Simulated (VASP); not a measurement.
Wanted: the native input for a VASP 6.6.1 run.

```
Task                   : single point
Functional             : PBE
Potentials or basis    : VASP PAW PBE potentials, release 64 (Pt)
Cutoff                 : 520 eV
k mesh                 : 10 × 10 × 1
Occupations            : fermi-dirac, width 0.05 eV
Spin                   : no spin polarisation
Hubbard terms          : Pt d U = 4 eV
Dipole correction      : yes
Further INCAR settings : ALGO = Normal; EDIFF = 1e-07
```

The structure of Pt lies in POSCAR:

```
Pt
1.0
    2.5230800000      0.0000000000      0.0000000000
    0.0000000000      2.5230800000      0.0000000000
    0.0000000000      0.0000000000     23.8000000000
Pt
1
Direct
    0.0000000000      0.0000000000      0.2941200000
```

The cell was built by a generator and needn't be a form met in nature.

The input as run:

INCAR

```
SYSTEM = Pt
ALGO     = Normal         ! electronic algorithm
DIPOL    = 0.5 0.5 0.294
EDIFF    = 1E-7           ! SCF threshold, eV
ENCUT    = 520            ! plane-wave cutoff, eV
GGA      = PE             ! functional
IDIPOL   = 3            
ISIF     = 2              ! what is computed and relaxed
ISMEAR   = -1             ! smearing method
LASPH    = .TRUE.         ! aspherical terms in the spheres
LCHARG   = .FALSE.        ! write CHGCAR
LDAU     = .TRUE.         ! DFT+U
LDAUJ    = 0            
LDAUL    = 2              ! shell
LDAUPRINT= 1            
LDAUTYPE = 2            
LDAUU    = 4              ! U, eV
LDIPOL   = .TRUE.       
LMAXMIX  = 4              ! l up to which the mixer works
LREAL    = .FALSE.        ! projectors in reciprocal space
LWAVE    = .FALSE.        ! write WAVECAR
NELM     = 100            ! most SCF steps
PREC     = Accurate       ! precision mode
SIGMA    = 0.05           ! smearing width, eV
```

KPOINTS

```
k-points
0
G
  10 10 1
  0 0 0
```

Potentials or basis: VASP PAW PBE potentials, release 64 (Pt).

The run is started by

```sh
$ cat potpaw_PBE.64/Pt/POTCAR > POTCAR
$ mpirun -np 1 vasp_std > vasp.out
```

Results of the run:

```json
{
  "Band gap on the k mesh": "none (metal or under the smearing width)"
}
```

Caveat: U without spin polarisation on a metal has little footing; the U is typed as a test and isn't derived for this compound.

Wall time 39 s on 1 thread of AMD EPYC 7R43 64-Core Processor (Zen 3) (shared host), peak memory 0.2 GiB.
